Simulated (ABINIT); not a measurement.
Runs of ABINIT 10.8.3 (patched build) on ZrC. It takes space group Fm-3m (No. 225, cubic). The conventional cell has a = 4.730 Å, b = 4.730 Å, c = 4.730 Å, α = 90.00°, β = 90.00°, γ = 90.00°. Zr (site symmetry m-3m) has 6 C at 2.37 Å as nearest neighbours. C (site symmetry m-3m) is surrounded by 6 Zr at 2.37 Å. 

| task | level | potentials or basis | cell | cutoff (eV) | cell freedom (optcell) | optimiser (ionmov) | cutoff smearing ecutsm (Ha) | force stop (Ha/bohr) | gap on the mesh (eV) | pressure (GPa) | relaxed volume (Å³/atom) |
| --- | --- | --- | --- | --- | --- | --- | --- | --- | --- | --- | --- |
| single point | LDA | PseudoDojo NC SR LDA v0.4.1 standard | as given | 844 | - | - | - | - | none | - | - |
| single point | PBEsol | PseudoDojo NC SR PBEsol v0.4.1 standard | cell relaxed | 1116 | - | - | - | - | none | (a) | - |
| relaxation of cell and atoms | PBEsol | PseudoDojo NC SR PBEsol v0.4.1 standard | relaxed | 1116 | 2 | 2 | 0.5 | 2e-05 | none | 0.0 | 12.74 |
| relaxation of cell and atoms | PBEsol | PseudoDojo NC SR PBEsol v0.4 stringent | relaxed | 1116 | 2 | 2 | 0.5 | 2e-05 | none | 0.0 | 12.74 |
| single point | PBEsol | PseudoDojo NC SR PBEsol v0.4.1 standard | as given | 1007 | - | - | - | - | none | -8.5 | - |

Alike in all rows: no spin polarisation; k mesh 8 × 8 × 8; smearing fermi-dirac 0.05 eV.

Fill in the values left out.

(a) -0.1.

A k mesh can miss the band edges, and the runs leave out spin-orbit coupling on Zr.

A gap of «none» marks a metal or a gap under the smearing width.

Runs at the PBE level aren't shown here.
